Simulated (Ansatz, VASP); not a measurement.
**Two plane-wave programs on Pb**

File POSCAR:

```
Pb
1.0
    3.4800000000      0.0000000000      0.0000000000
   -1.7400000000      3.0137684052      0.0000000000
    0.0000000000      0.0000000000      5.5900000000
Pb
2
Direct
    0.6666666667      0.3333333333      0.7500000000
    0.3333333333      0.6666666667      0.2500000000
```

INCAR.step1

```
SYSTEM = Pb
PREC = Accurate ; ENCUT = 520
ISMEAR = -1 ; SIGMA = 0.05
LREAL = .FALSE. ; LASPH = .TRUE.
NELM = 60 ; NBANDS = 21
GGA = PE ; ALGO = Normal
EDIFF = 1E-4 ; LWAVE = .TRUE.
LCHARG = .FALSE.
```

INCAR.step2

```
SYSTEM = Pb
PREC = Accurate ; ENCUT = 520
EDIFF = 1E-6 ; ISMEAR = -1
SIGMA = 0.05 ; LREAL = .FALSE.
LASPH = .TRUE. ; NELM = 60
ALGO = Normal ; ISIF = 2
LWAVE = .FALSE. ; LCHARG = .FALSE.
METAGGA = R2SCAN ; LMIXTAU = .TRUE.
NBANDS = 21 ; ISTART = 1
```

The input KPOINTS:

```
regular mesh
0
G
  9 9 5
  0 0 0
```

Contents of input.yaml:

```yaml
crystal:
  lattice:
    - [3.48, 0.0, 0.0]
    - [-1.74, 3.0137684052, 0.0]
    - [0.0, 0.0, 5.59]
  atoms:
    - { symbol: Pb, position: [0.6666666667, 0.3333333333, 0.75] }
    - { symbol: Pb, position: [0.3333333333, 0.6666666667, 0.25] }
hamiltonian:
  xc: r2scan
  pseudopotentials: { kind: paw }
kpoints:
  mp_grid: { grid: [9, 9, 5] }
scf:
  occupations: { method: fermi_dirac, width: 0.05 }
output:
  forces: true
  stress: true
  eigenvalues: true
```

This isn't the form of Pb at room conditions, which is fcc.

Alike in both runs: task single point; functional r2SCAN; k mesh 9 × 9 × 5; occupations fermi-dirac, width 0.05 eV; no spin polarisation.

```csv
,VASP,Ansatz
version,VASP 6.6.1,Ansatz 0.2.0
potentials or method,"VASP PAW PBE potentials, release 64 (Pb_d)",Ansatz PAW
plane-wave cutoff (eV),520,500
valence electrons in the cell,28,28
```

```tsv
	VASP	Ansatz	Ansatz less VASP
gap on the k mesh at the Fermi level (eV)	none	none	-
pressure (GPa)	2.9	2.9	-0.01
largest component of the traceless stress (GPa)	2.75	2.77	+0.015
```

A gap of «none» marks a metal or a gap that the smearing closes.

Caveats: the PAW data sets were made with another functional, which shifts forces and pressure a little (VASP); the PAW data sets come from PBE, with cores solved anew for the run's functional, which leaves a small shift of forces and pressure (Ansatz). The runs have no spin-orbit coupling, so splittings on Pb are missing.
